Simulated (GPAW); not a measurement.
# Sn (Fd-3m) in GPAW: notebook

Aim: see how the results for Sn move with the level of theory and the settings. Levels: vdW-DF, AM05. Tasks: band structure.

Everything below comes from runs of GPAW 26.7.0. Logs are shortened: lines on timing, memory, paths and dates and some standing lists are left out, and cuts for length are marked. The log counts tension as positive stress, the text compression.

**1. The crystal as given**

The structure is cubic, space group Fd-3m (No. 227). Conventional cell: a = 6.467 Å, b = 6.467 Å, c = 6.467 Å, α = 90.00°, β = 90.00°, γ = 90.00°. Sn (site symmetry -43m) is surrounded by 4 Sn at 2.80 Å.

This isn't the form of Sn at room conditions, which is tetragonal (white tin).

**2. Band structure, vdW-DF, spin-orbit coupling, no magnetisation**

Input file run.py:

```python
import numpy as np
from ase.dft.bandgap import bandgap
from ase.io import read, write
from gpaw import GPAW, PW
from gpaw.spinorbit import soc_eigenstates

atoms = read('Sn.cif')

calc = GPAW(mode=PW(600),
            xc={'name': 'vdW-DF', 'backend': 'libvdwxc'},
            kpts={'size': (6, 6, 6), 'gamma': True},
            occupations={'name': 'fermi-dirac', 'width': 0.05},
            nbands=24,
            convergence={'density': 1e-05, 'energy': 1e-05},
            maxiter=150,
            txt='gpaw.txt')
atoms.calc = calc
energy = atoms.get_potential_energy()
forces = atoms.get_forces()
calc.write('gs.gpw')
write('result.traj', atoms)
print(f'Energy: {energy:.6f} eV')
print('Forces (eV/A):')
print(forces.round(4))
print('Fermi level:', round(calc.get_fermi_level(), 4), 'eV')
print(f'Gap: {bandgap(calc)[0]:.4f} eV, direct: {bandgap(calc, direct=True)[0]:.4f} eV')

path = atoms.cell.bandpath('GXWKGLUWLK,UX', npoints=80, eps=1e-4)
bs_calc = calc.fixed_density(kpts=path, symmetry='off', nbands=38,
                             convergence={'bands': 'CBM+6.0', 'eigenstates': 1e-6}, txt='bands.txt')
bs = bs_calc.band_structure()
bs.write('bs.json')
print(f'Gap on the path: {bandgap(bs_calc)[0]:.4f} eV')

soc = soc_eigenstates(bs_calc, theta=90, phi=0)
np.savetxt('soc_bands.dat', soc.eigenvalues(), fmt='%.4f')
mesh = soc_eigenstates('gs.gpw', theta=90, phi=0)
np.savetxt('soc_mesh.dat', mesh.eigenvalues(), fmt='%.4f')
print('Fermi level with spin-orbit coupling:', round(mesh.fermi_level, 4), 'eV')
```

Input file Sn.cif:

```cif
data_Sn
_cell_length_a 4.57263724
_cell_length_b 4.57263724
_cell_length_c 4.57263724
_cell_angle_alpha 60.00000000
_cell_angle_beta 60.00000000
_cell_angle_gamma 60.00000000
_space_group_name_H-M_alt 'P1'
_space_group_name_Hall 'P 1'
_space_group_IT_number 1
loop_
_space_group_symop_operation_xyz
'x,y,z'
loop_
_atom_site_label
_atom_site_type_symbol
_atom_site_symmetry_multiplicity
_atom_site_Wyckoff_symbol
_atom_site_fract_x
_atom_site_fract_y
_atom_site_fract_z
_atom_site_occupancy
Sn1 Sn 1 a 0.7500000000 0.7500000000 0.7500000000 1
Sn2 Sn 1 a 0.5000000000 0.5000000000 0.5000000000 1
```

Potentials or basis: GPAW PAW data sets (gpaw-data 1.2.1), pw.

Command:

```console
$ OMP_NUM_THREADS=1 python run.py
```

gpaw.txt:

```text
__  _  _
 | _ |_)|_||  |
 |__||  | ||/\| - 26.7.0

Input parameters:
  mode=PW(ecut=600.0),
  convergence={'density': 1e-05, 'energy': 1e-05},
  kpts=MonkhorstPack(size=(6, 6, 6), gamma=True),
  maxiter=150,
  nbands=24,
  occupations=Occupations(name='fermi-dirac', width=0.05),
  xc=XC(name='vdW-DF', backend='libvdwxc')

Diagonalizing LCAO Hamiltonian
Converting LCAO to pw mode

             Sn
       Sn

Atoms  # Å, Bohr magnetons
|   | symbol |        x |        y |        z |    initial magnetic moments |
|---|--------|----------|----------|----------|-----------------------------|
| 0 |     Sn | 6.858956 | 3.960020 | 2.800157 | ( 0.0000,  0.0000,  0.0000) |
| 1 |     Sn | 4.572637 | 2.640013 | 1.866771 | ( 0.0000,  0.0000,  0.0000) |

Unit cell  # Å
| periodic |        x |        y |        z |  lengths |    angles |
|----------|----------|----------|----------|----------|-----------|
|      yes | 4.572637 | 0.000000 | 0.000000 | 4.572637 | 60.000000 |
|      yes | 2.286319 | 3.960020 | 0.000000 | 4.572637 | 60.000000 |
|      yes | 2.286319 | 1.320007 | 3.733543 | 4.572637 | 60.000000 |

Number of symmetries: 24
Symmetry operations  # r_c * U_cc + t_c -> r_c
|    | kind |            matrix            |
|----|------|------------------------------|
|  0 |  E   |  1, 0, 0,  0, 1, 0,  0, 0, 1 |
|  1 |  σ   |  1, 0, 0,  0, 0, 1,  0, 1, 0 |
|  2 |  σ   |  1, 0,-1,  0, 1,-1,  0, 0,-1 |
|  3 |  C3  |  1, 0,-1,  0, 0,-1,  0, 1,-1 |
|  4 |  C3  |  1,-1, 0,  0,-1, 1,  0,-1, 0 |
|  5 |  σ   |  1,-1, 0,  0,-1, 0,  0,-1, 1 |
|  6 |  σ   |  0, 1, 0,  1, 0, 0,  0, 0, 1 |
|  7 |  C3  |  0, 1, 0,  0, 0, 1,  1, 0, 0 |
|  8 |  C2  |  0, 1,-1,  1, 0,-1,  0, 0,-1 |
|  9 |  S4  |  0, 1,-1,  0, 0,-1,  1, 0,-1 |
| 10 |  C3  |  0, 0, 1,  1, 0, 0,  0, 1, 0 |
| 11 |  σ   |  0, 0, 1,  0, 1, 0,  1, 0, 0 |
| 12 |  S4  |  0, 0,-1,  1, 0,-1,  0, 1,-1 |
| 13 |  C3  |  0, 0,-1,  0, 1,-1,  1, 0,-1 |
| 14 |  S4  |  0,-1, 1,  1,-1, 0,  0,-1, 0 |
| 15 |  C2  |  0,-1, 1,  0,-1, 0,  1,-1, 0 |
| 16 |  C3  |  0,-1, 0,  1,-1, 0,  0,-1, 1 |
| 17 |  S4  |  0,-1, 0,  0,-1, 1,  1,-1, 0 |
| 18 |  S4  | -1, 1, 0, -1, 0, 1, -1, 0, 0 |
| 19 |  C3  | -1, 1, 0, -1, 0, 0, -1, 0, 1 |
| 20 |  C3  | -1, 0, 1, -1, 1, 0, -1, 0, 0 |
| 21 |  S4  | -1, 0, 1, -1, 0, 0, -1, 1, 0 |
| 22 |  σ   | -1, 0, 0, -1, 1, 0, -1, 0, 1 |
| 23 |  C2  | -1, 0, 0, -1, 0, 1, -1, 1, 0 |

BZ-sampling:
  Number of BZ points: 216
  Number of IBZ points: 16

  Monkhorst-Pack size: [6, 6, 6]
  Monkhorst-Pack shift: [0.08333333333333333, 0.08333333333333333, 0.08333333333333333]

K-points  # in reciprocal-cell coordinates
|     |                                coordinates |     weight |
|-----|--------------------------------------------|------------|
|   0 | (  0.00000000,   0.00000000,   0.00000000) | 0.00462963 |
|   1 | (  0.16666667,   0.16666667,   0.00000000) | 0.02777778 |
|   2 | (  0.16666667,   0.16666667,   0.16666667) | 0.03703704 |
|   3 | (  0.33333333,   0.16666667,   0.16666667) | 0.05555556 |
|   4 | (  0.33333333,   0.33333333,  -0.33333333) | 0.05555556 |
|   5 | (  0.33333333,   0.33333333,   0.00000000) | 0.02777778 |
|   6 | (  0.33333333,   0.33333333,   0.16666667) | 0.11111111 |
|   7 | (  0.33333333,   0.33333333,   0.33333333) | 0.03703704 |
|   8 | (  0.50000000,   0.33333333,  -0.33333333) | 0.11111111 |
|   9 | (  0.50000000,   0.33333333,  -0.16666667) | 0.05555556 |
| ... |                                            |            |
|  15 | (  0.50000000,   0.50000000,   0.50000000) | 0.01851852 |

Plane wave coefficients: 2285
Cutoff: 600.0 eV

Spin-components: 1 (collinear spins)
Bands:           24
Projectors:      12
Spin-degeneracy: 2
Datatype:        complex128

Parallelization:
  kpt:    1
  domain: 1
  band:   1

Density:
  Valence electrons: 28.0
  Components: 1
  Grid points: [27 27 27]
  Charge: 0.0  # |e|

Potential:
  Grid points: [27 27 27]

species:
  Sn:
    name:    Tin
    Z:       50.0
    valence: 14
    core:    36
    charge:  0.0  # [|e|]
    compensation charges:
      type: gauss
      rc: 0.38  # [Å]
      lmax: 2
    cutoffs:
      filter: 2.23  # [Å]
      core: 2.35  # [Å]
    projectors
    | kind |    occ | energy [eV] | rcut [Å] |
    |------|--------|-------------|----------|
    |   5s |  2.000 |     -10.469 |    1.201 |
    |   5p |  2.000 |      -3.642 |    1.270 |
    |   4d | 10.000 |     -25.826 |    1.185 |
    |    s |        |      16.742 |    1.201 |
    |    p |        |      23.569 |    1.270 |
    |    d |        |       1.385 |    1.185 |

    Using partial waves for Sn as LCAO basis

Reference energy: -336034.170368  # eV

eigensolver:
  PPCG
  Converge bands: occupied
  niter=2

density mixing:
  MSR1-Mixer
  Pratt-step length: 0.05
  Maximum mixing coefficient: 0.75
  Old densities: 10
  SVD Regularization: 0.005
  Good broyden scale: 1.0
  Trust region scale: 1.0
  Backstep threshold: 4.0
  History deletion threshold: 6.0
  Fourier metric: weight=20.0, sigma=0.015

occupation numbers:
  Fermi-Dirac:
    width: 0.0500  # eV

poisson solver:
  ecut: 4800.0  # eV

xc functional:
  name: vdW-DF with libvdwxc
  Mode: serial
  Semilocal: GGA_X_PBE_R+LDA_C_PW with 2 nearest neighbor stencil
  Local blocksize: 54 x 54 x 54
  PAW datasets: revPBE

convergence criteria:
- Maximum integral of absolute [dens]ity change: 1e-05 electrons / valence electron
- Maximum [total energy] change in last 3 cyles: 1e-05 eV / valence electron
- Maximum integral of absolute [eigenst]ate change: 4e-08 eV^2 / valence electron
maximum number of iterations: 150

SCF iterations
|iter     | |      energy | eigst |  dens |
|---------|-|-------------|-------|-------|
|iter:   1| | -119.766619 | -0.11 |       |
|iter:   2| | -119.776363 | -2.20 | -1.47 |
|iter:   3| | -119.795385 | -2.09 | -1.50 |
|iter:   4| | -119.798628 | -3.12 | -2.06 |
|iter:   5| | -119.799378 | -4.72 | -2.78 |
|iter:   6| | -119.799626 | -5.00 | -3.14 |
|iter:   7| | -119.799633c| -6.02 | -4.04 |
|iter:   8| | -119.799634c| -6.90 | -4.53 |
|iter:   9| | -119.799634c| -7.63c| -5.42c|

Converged in 9 steps
Energy contributions relative to reference atoms: (reference = -336034.170368)

Energy contributions:
  Kinetic:          20.353536
  Coulomb:         -18.007458
  Zero:             -0.432417
  External:          0.000000
  Xc:             -121.712202
  Entropy:          -0.002188
  Spinorbit:         0.000000
  ----------------------------
  Free energy:    -119.800728
  Extrapolated:   -119.799634

dipole moment: (6.304226, 3.639747, 2.573690)  # |e|*Ang

Fermi level: 5.184
Eigenvalues  # (at kpt = [0.000, 0.000, 0.000])
| band index |      eig [eV] | occ [0-2] |
|------------|---------------|-----------|
|          0 |       -16.837 |     2.000 |
|        ... |               |           |
|          4 |       -16.777 |     2.000 |
|          5 |       -16.468 |     2.000 |
|          6 |       -16.468 |     2.000 |
|          7 |       -16.468 |     2.000 |
|          8 |       -16.459 |     2.000 |
|          9 |       -16.459 |     2.000 |
[... 8 lines left out ...]
|         18 |        10.408 |     0.000 |
|         19 |        13.154 |     0.000 |
|        ... |               |           |
|         23 |        13.602 |     0.000 |

No gap
No difference between direct/indirect transitions

Forces  # eV/Ang
|        x |        y |       z |
|----------|----------|---------|
|  0.00000 | -0.00000 | 0.00000 |  # Sn   0
| -0.00000 | -0.00000 | 0.00000 |  # Sn   1

# Writing to gs.gpw (mode='')
```

Run time: 98 s. Hardware: 1 thread of Arm Neoverse V1, shared host; peak memory 0.4 GiB.

Results:

```yaml
Free_energy: -119.8007 eV
Band_gap_along_the_path: none (metal or under the smearing width)
```

Levels at the corners of the path, in eV from the Fermi level:
```csv
point,band 24,band 25,band 26,band 27,band 28,band 29,band 30,band 31,band 32,band 33
Γ,-0.56,-0.41,-0.41,0.33,0.33,0.33,0.33,1.78,1.78,2.30
X,-7.53,-2.51,-2.51,-2.51,-2.51,0.86,0.86,0.86,0.86,7.70
W,-7.44,-3.17,-3.17,-2.98,-2.98,3.25,3.25,3.60,3.60,4.09
K,-7.04,-3.42,-3.41,-2.14,-2.14,1.13,1.13,3.39,3.39,5.77
Γ,-0.56,-0.41,-0.41,0.33,0.33,0.33,0.33,1.78,1.78,2.30
L,-6.32,-1.39,-1.39,-0.91,-0.91,0.03,0.03,3.11,3.11,3.34
U,-7.04,-3.42,-3.41,-2.14,-2.14,1.13,1.13,3.39,3.39,5.77
W,-7.44,-3.17,-3.17,-2.98,-2.98,3.25,3.25,3.60,3.60,4.09
L,-6.32,-1.39,-1.39,-0.91,-0.91,0.03,0.03,3.11,3.11,3.34
K,-7.04,-3.42,-3.41,-2.14,-2.14,1.13,1.13,3.39,3.39,5.77
U,-7.04,-3.42,-3.41,-2.14,-2.14,1.13,1.13,3.39,3.39,5.77
X,-7.53,-2.51,-2.51,-2.51,-2.51,0.86,0.86,0.86,0.86,7.70
```

Caveat: spin-orbit coupling was added after a scalar SCF, so levels and gaps hold it while energy, forces, pressure and moments don't; this program's spin-orbit splittings come out too wide for heavy elements; the PAW data sets were made with another functional, which shifts forces and pressure a little.

**3. Band structure, AM05, spin-orbit coupling, no magnetisation**

run.py, as its differences from that of step 2:

```diff
@@ -1,11 +1,21 @@
 import numpy as np
+from ase import Atoms
 from ase.dft.bandgap import bandgap
-from ase.io import read, write
-from gpaw import GPAW, PW
+from ase.io import write
+from ase.units import GPa
+from gpaw import GPAW, PW, setup_paths
 from gpaw.spinorbit import soc_eigenstates
 
-atoms = read('Sn.cif')
+setup_paths.insert(0, '.')
+
+atoms = Atoms(['Sn', 'Sn'],
+              cell=[[0.0, 3.2333428, 3.2333428],
+                    [3.2333428, 0.0, 3.2333428],
+                    [3.2333428, 3.2333428, 0.0]],
+              scaled_positions=[[0.75, 0.75, 0.75],
+                                [0.5, 0.5, 0.5]],
+              pbc=True)
 
 calc = GPAW(mode=PW(600),
-            xc={'name': 'vdW-DF', 'backend': 'libvdwxc'},
+            xc='AM05',
             kpts={'size': (6, 6, 6), 'gamma': True},
@@ -19,2 +29,3 @@
 forces = atoms.get_forces()
+stress = atoms.get_stress()
 calc.write('gs.gpw')
@@ -24,2 +35,3 @@
 print(forces.round(4))
+print('Stress (GPa):', (stress / GPa).round(3))
 print('Fermi level:', round(calc.get_fermi_level(), 4), 'eV')
```

Potentials or basis: PAW data sets generated in the run's folder for this functional, pw.

Command:

```console
$ gpaw-setup -f AM05 Sn
$ OMP_NUM_THREADS=1 python run.py
```

It took 1.8 min on 1 thread of Arm Neoverse V1, shared host; peak memory 0.36 GiB.

It converged, with:

- Free energy: -8.3144 eV
- Pressure: 1.7 GPa
- Band gap along the path: none (metal or under the smearing width)

Levels at the corners of the path, in eV from the Fermi level:
```csv
point,band 25,band 26,band 27,band 28,band 29,band 30,band 31,band 32
Γ,-0.42,-0.42,0.34,0.34,0.34,0.34,1.81,1.81
X,-2.50,-2.50,-2.50,-2.50,0.86,0.86,0.86,0.86
W,-3.18,-3.18,-2.98,-2.98,3.26,3.26,3.62,3.62
K,-3.42,-3.42,-2.13,-2.13,1.13,1.13,3.40,3.40
Γ,-0.42,-0.42,0.34,0.34,0.34,0.34,1.81,1.81
L,-1.38,-1.38,-0.90,-0.90,0.02,0.02,3.13,3.13
U,-3.42,-3.42,-2.13,-2.13,1.13,1.13,3.40,3.40
W,-3.18,-3.18,-2.98,-2.98,3.26,3.26,3.62,3.62
L,-1.38,-1.38,-0.90,-0.90,0.02,0.02,3.13,3.13
K,-3.42,-3.42,-2.13,-2.13,1.13,1.13,3.40,3.40
U,-3.42,-3.42,-2.13,-2.13,1.13,1.13,3.40,3.40
X,-2.50,-2.50,-2.50,-2.50,0.86,0.86,0.86,0.86
```

Caveat: spin-orbit coupling was added after a scalar SCF, so levels and gaps hold it while energy, forces, pressure and moments don't; this program's spin-orbit splittings come out too wide for heavy elements.
